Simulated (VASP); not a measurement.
HfB2: equation of state with PBEsol

The system is HfB2.

```xyz
3
Lattice="3.1400 0.0000 0.0000 -1.5700 2.7193 0.0000 0.0000 0.0000 3.4800" Properties=species:S:1:pos:R:3 pbc="T T T"
Hf    0.0000    0.0000    0.0000
B     1.5700    0.9064    1.7400
B     0.0000    1.8129    1.7400
```

```
Program             : VASP 6.6.1
Task                : equation of state
Functional          : PBEsol
Potentials or basis : VASP PAW PBE potentials, release 64 (Hf_pv, B)
Cutoff              : 520 eV
k mesh              : 10 × 10 × 8
Occupations         : fermi-dirac, width 0.05 eV
Spin                : no spin polarisation
```

```yaml
Equilibrium_volume: 9.74 Å³/atom
Bulk_modulus_at_fixed_shape_and_positions: 266 GPa
Pressure_derivative_of_the_bulk_modulus: 3.9
```

Energy against volume, from the lowest point:
| volume (Å³/atom) | energy (meV/atom) |
| --- | --- |
| 9.311 | 16.63 |
| 9.509 | 4.56 |
| 9.707 | 0.00 |
| 9.905 | 2.23 |
| 10.103 | 10.61 |
| 10.301 | 24.57 |
| 10.499 | 43.56 |

All runs of the series together: 2.4 min on 1 thread of Intel(R) Xeon(R) Platinum 8488C (Sapphire Rapids), with other jobs on the host.

Caveat: the cell was scaled at fixed shape and fractional positions, which overstates the stiffness of a crystal with free parameters, most of all of layers and chains; the PAW data sets were made with another functional, which shifts forces and pressure a little. The run has no spin-orbit coupling, so splittings on Hf are missing.
